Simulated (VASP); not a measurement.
Here is a VASP 6.6.1 calculation.

The input run.py:

```python
from ase.calculators.vasp import Vasp
from ase.dft.bandgap import bandgap
from ase.io import read

atoms = read('POSCAR')
calc = Vasp(
    directory='calc',
    xc='blyp',
    pp='PBE',
    setups='recommended',
    prec='Accurate',
    encut=520,
    ediff=1e-06,
    ismear=0,
    sigma=0.01,
    lreal=False,
    lasph=True,
    nelm=60,
    algo='Normal',
    isif=2,
    lwave=False,
    lcharg=True,
    lelf=True,
    lvhar=True,
    kpts=[10, 10, 10],
    gamma=True,
    nbands=14,
)
atoms.calc = calc

print('energy (eV):', atoms.get_potential_energy())
print('free energy (eV):', atoms.get_potential_energy(force_consistent=True))
print('forces (eV/A):')
print(atoms.get_forces())
print('stress (eV/A^3, Voigt):', atoms.get_stress())
print('Fermi level (eV):', calc.get_fermi_level())
gap, top, bottom = bandgap(calc)
print('band gap (eV):', gap, 'from (spin, k, band)', top, 'to', bottom)
```

Contents of POSCAR:

```
ZnH
1.0
    0.0000000000      2.3870490035      2.3870490035
    2.3870490035      0.0000000000      2.3870490035
    2.3870490035      2.3870490035      0.0000000000
Zn H
1 1
Direct
    0.0000000000      0.0000000000      0.0000000000
    0.2500000000      0.2500000000      0.2500000000
```

Potentials or basis: VASP PAW PBE potentials, release 64 (Zn, H).

The run is started by

```sh
$ python run.py
```

(1) Predict the pressure.

(2) Estimate the band gap on the k mesh.

## Answers

(1) -2.9 GPa.

(2) none (metal or under the smearing width).

Caveat: the PAW data sets were made with another functional, which shifts forces and pressure a little.
